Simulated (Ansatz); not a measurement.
# C (Fd-3m) in Ansatz: further runs, part 2 of 2

Ansatz 0.2.0. The steps go on from the part before.

**5. Single point, LDA, 5.44 Å³/atom (volume scaled by 0.96)**

Input file input.yaml:

```yaml
crystal:
  lattice:
    - [0.0, 1.7592674508, 1.7592674508]
    - [1.7592674508, 0.0, 1.7592674508]
    - [1.7592674508, 1.7592674508, 0.0]
  atoms:
    - { symbol: C, position: [0.75, 0.75, 0.75] }
    - { symbol: C, position: [0.5, 0.5, 0.5] }
hamiltonian:
  xc: lda
  pseudopotentials: { kind: paw }
kpoints:
  mp_grid: { grid: [13, 13, 13] }
scf:
  occupations: { method: gaussian, width: 0.05 }
output:
  forces: true
  stress: true
  eigenvalues: true
```

Launch:

```
$ ansatz run input.yaml --threads 2 --pin off --max-ram 5632MiB --backend cpu --events-out ev --progress --plain --runs-dir out
```

It took 0.42 s on 2 threads of Arm Neoverse V1, shared host; peak memory 0.24 GiB.

The run converged. Its results:

```
Free energy            : -485.9831 eV
Pressure               : 5.3 GPa
Band gap on the k mesh : 4.21 eV, indirect (least direct gap 5.66 eV)
```

Caveat: odd divisions of the mesh miss points on the zone boundary, where band edges often lie, so the gap on the mesh can be too wide; the pressure holds a Pulay correction of +1.3 GPa for the finite cutoff; the PAW data sets come from PBE, with cores solved anew for the run's functional, which leaves a small shift of forces and pressure.

**6. Single point, LDA, 5.56 Å³/atom (volume scaled by 0.98)**

input.yaml, as its differences from that of step 5:

```diff
@@ -2,5 +2,5 @@
   lattice:
-    - [0.0, 1.7592674508, 1.7592674508]
-    - [1.7592674508, 0.0, 1.7592674508]
-    - [1.7592674508, 1.7592674508, 0.0]
+    - [0.0, 1.7714007132, 1.7714007132]
+    - [1.7714007132, 0.0, 1.7714007132]
+    - [1.7714007132, 1.7714007132, 0.0]
   atoms:
```

Potentials or basis: Ansatz PAW.

Launch:

```
$ ansatz run input.yaml --threads 2 --pin off --max-ram 5632MiB --backend cpu --events-out ev --progress --plain --runs-dir out
```

It took 0.43 s on 2 threads of Arm Neoverse V1, shared host; peak memory 0.24 GiB.

It converged, with:

- Free energy: -485.9837 eV
- Pressure: -4.3 GPa
- Band gap on the k mesh: 4.16 eV, indirect (least direct gap 5.60 eV)

Caveat: odd divisions of the mesh miss points on the zone boundary, where band edges often lie, so the gap on the mesh can be too wide; the pressure holds a Pulay correction of +1.3 GPa for the finite cutoff; the PAW data sets come from PBE, with cores solved anew for the run's functional, which leaves a small shift of forces and pressure.

**7. Single point, LDA, 5.67 Å³/atom**

input.yaml, as its differences from that of step 6:

```diff
@@ -2,5 +2,5 @@
   lattice:
-    - [0.0, 1.7714007132, 1.7714007132]
-    - [1.7714007132, 0.0, 1.7714007132]
-    - [1.7714007132, 1.7714007132, 0.0]
+    - [0.0, 1.78337, 1.78337]
+    - [1.78337, 0.0, 1.78337]
+    - [1.78337, 1.78337, 0.0]
   atoms:
```

Launch:

```
$ ansatz run input.yaml --threads 2 --pin off --max-ram 5632MiB --backend cpu --events-out ev --progress --plain --runs-dir out
```

It took 0.48 s on 2 threads of Arm Neoverse V1, shared host; peak memory 0.24 GiB.

Results (log left out):

| Item | Value |
| --- | --- |
| Free energy | -485.9714 eV |
| Pressure | -13.1 GPa |
| Band gap on the k mesh | 4.11 eV, indirect (least direct gap 5.54 eV) |

Caveat: odd divisions of the mesh miss points on the zone boundary, where band edges often lie, so the gap on the mesh can be too wide; the pressure holds a Pulay correction of +1.3 GPa for the finite cutoff; the PAW data sets come from PBE, with cores solved anew for the run's functional, which leaves a small shift of forces and pressure.

**8. Single point, LDA, 5.79 Å³/atom (volume scaled by 1.02)**

input.yaml, as its differences from that of step 7:

```diff
@@ -2,5 +2,5 @@
   lattice:
-    - [0.0, 1.78337, 1.78337]
-    - [1.78337, 0.0, 1.78337]
-    - [1.78337, 1.78337, 0.0]
+    - [0.0, 1.7951807415, 1.7951807415]
+    - [1.7951807415, 0.0, 1.7951807415]
+    - [1.7951807415, 1.7951807415, 0.0]
   atoms:
```

Launch:

```
$ ansatz run input.yaml --threads 2 --pin off --max-ram 5632MiB --backend cpu --events-out ev --progress --plain --runs-dir out
```

It took 0.43 s on 2 threads of Arm Neoverse V1, shared host; peak memory 0.24 GiB.

The run converged. Its results:

```
Free energy            : -485.9471 eV
Pressure               : -21.1 GPa
Band gap on the k mesh : 4.07 eV, indirect (least direct gap 5.48 eV)
```

Caveat: odd divisions of the mesh miss points on the zone boundary, where band edges often lie, so the gap on the mesh can be too wide; the pressure holds a Pulay correction of +1.3 GPa for the finite cutoff; the PAW data sets come from PBE, with cores solved anew for the run's functional, which leaves a small shift of forces and pressure.

**9. Single point, LDA, 5.90 Å³/atom (volume scaled by 1.04)**

input.yaml, as its differences from that of step 8:

```diff
@@ -2,5 +2,5 @@
   lattice:
-    - [0.0, 1.7951807415, 1.7951807415]
-    - [1.7951807415, 0.0, 1.7951807415]
-    - [1.7951807415, 1.7951807415, 0.0]
+    - [0.0, 1.806838086, 1.806838086]
+    - [1.806838086, 0.0, 1.806838086]
+    - [1.806838086, 1.806838086, 0.0]
   atoms:
```

Potentials or basis: Ansatz PAW.

Launch:

```
$ ansatz run input.yaml --threads 2 --pin off --max-ram 5632MiB --backend cpu --events-out ev --progress --plain --runs-dir out
```

Wall time 0.43 s (2 threads of Arm Neoverse V1, shared host); peak memory 0.24 GiB.

It converged, with:

| Quantity | Value |
| --- | --- |
| Free energy | -485.9120 eV |
| Pressure | -28.3 GPa |
| Band gap on the k mesh | 4.03 eV, indirect (least direct gap 5.43 eV) |

Caveat: odd divisions of the mesh miss points on the zone boundary, where band edges often lie, so the gap on the mesh can be too wide; the pressure holds a Pulay correction of +1.3 GPa for the finite cutoff; the PAW data sets come from PBE, with cores solved anew for the run's functional, which leaves a small shift of forces and pressure.

**10. Single point, LDA, 6.01 Å³/atom (volume scaled by 1.06)**

input.yaml, as its differences from that of step 9:

```diff
@@ -2,5 +2,5 @@
   lattice:
-    - [0.0, 1.806838086, 1.806838086]
-    - [1.806838086, 0.0, 1.806838086]
-    - [1.806838086, 1.806838086, 0.0]
+    - [0.0, 1.8183469191, 1.8183469191]
+    - [1.8183469191, 0.0, 1.8183469191]
+    - [1.8183469191, 1.8183469191, 0.0]
   atoms:
```

Launch:

```
$ ansatz run input.yaml --threads 2 --pin off --max-ram 5632MiB --backend cpu --events-out ev --progress --plain --runs-dir out
```

Wall time 0.43 s (2 threads of Arm Neoverse V1, shared host); peak memory 0.24 GiB.

It converged, with:

```
Free energy            : -485.8671 eV
Pressure               : -34.9 GPa
Band gap on the k mesh : 3.98 eV, indirect (least direct gap 5.38 eV)
```

Caveat: odd divisions of the mesh miss points on the zone boundary, where band edges often lie, so the gap on the mesh can be too wide; the pressure holds a Pulay correction of +1.3 GPa for the finite cutoff; the PAW data sets come from PBE, with cores solved anew for the run's functional, which leaves a small shift of forces and pressure.

**11. Equation of state, LDA**

No new run: the results of the series are fitted here.

What came out:

```
Equilibrium volume                      : 5.51 Å³/atom
Bulk modulus                            : 467 GPa
Pressure derivative of the bulk modulus : 3.6
```

Energy against volume, from the lowest point:
```tsv
volume (Å³/atom)	energy (meV/atom)
5.332	7.82
5.445	0.29
5.558	0.00
5.672	6.16
5.785	18.31
5.899	35.84
6.012	58.29
```

**12. Summary**

```tsv
task	level	smearing	points for each segment of the path	gap on the mesh (eV)
band structure	revPBE	fermi-dirac 0.05 eV	14	4.14
Born charges and dielectric tensor	PBEsol	fixed	-	4.02
equation of state	LDA	gaussian 0.05 eV	-	-
```

Alike in all rows: potentials or basis Ansatz PAW; no spin polarisation; cell as given; k mesh 13 × 13 × 13; cutoff (eV) 420.

Caveats: the PAW data sets come from PBE, with cores solved anew for the run's functional, which leaves a small shift of forces and pressure (some runs); odd divisions of the mesh miss points on the zone boundary, where band edges often lie, so the gap on the mesh can be too wide (some runs).

Absolute energies hang on the potentials; compare differences alone.

**13. Against experiment**

Step 11. Against the measured bulk modulus of C, 442 GPa (quoted in “Equation of state of cubic boron nitride at high pressures and temperatures”, 2007, arxiv:cond-mat/0702656), the calculated 467 GPa is off by +5.6 %. 3 values of this kind are on record (442 to 444.8 GPa); this one was drawn at random among those near their median, those with a stated uncertainty first. The fit is for a static lattice scaled at fixed shape and fixed fractional positions. The cell as given is a measured one (5.67 Å³/atom); LDA puts the equilibrium volume -2.9 % from it, thermal expansion not counted.
